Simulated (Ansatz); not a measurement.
A run of Ansatz 0.2.0:

The input input.yaml:

```yaml
crystal:
  lattice:
    - [2.4705617809, 0.0, 0.0]
    - [-1.2352808905, 2.1395692639, 0.0]
    - [0.0, 0.0, 8.0882338]
  atoms:
    - { symbol: Co, position: [0.6666666667, 0.3333333333, 0.75], spin: 2.0 }
    - { symbol: Co, position: [0.0, 0.0, 0.5], spin: 2.0 }
    - { symbol: Co, position: [0.3333333333, 0.6666666667, 0.25], spin: 2.0 }
    - { symbol: Co, position: [0.0, 0.0, 0.0], spin: 2.0 }
kpoints:
  mp_grid: { grid: [12, 12, 4] }
  band_path:
    path:
      - [0.0, 0.0, 0.0]
      - [0.5, 0.0, 0.0]
      - [0.3333333333, 0.3333333333, 0.0]
      - [0.0, 0.0, 0.0]
      - [0.0, 0.0, 0.5]
      - [0.5, 0.0, 0.5]
      - [0.3333333333, 0.3333333333, 0.5]
      - [0.0, 0.0, 0.5]
    npoints: 10
scf:
  occupations: { method: fermi_dirac, width: 0.05 }
hamiltonian:
  xc: pbe
  pseudopotentials: { kind: all_electron, lapw: { basis_error: 0.002 } }
magnetization:
  spin_polarized: true
output:
  forces: true
  stress: true
  eigenvalues: true
```

Potentials or basis: all-electron LAPW, scalar-relativistic.

The run is started by

```sh
$ ansatz run input.yaml --threads 4 --pin off --max-ram 12288MiB --backend cpu --events-out ev --progress --plain --runs-dir out
```

Hardware: 4 threads of Arm Neoverse V2, on a shared host.

Q: How long does it take, and how much memory?

A: It took 31 s on 4 threads of Arm Neoverse V2, with other jobs on the host, peak memory 0.83 GiB. Counts: scf iterations 11, plane waves 497, k points 57, bands 46.
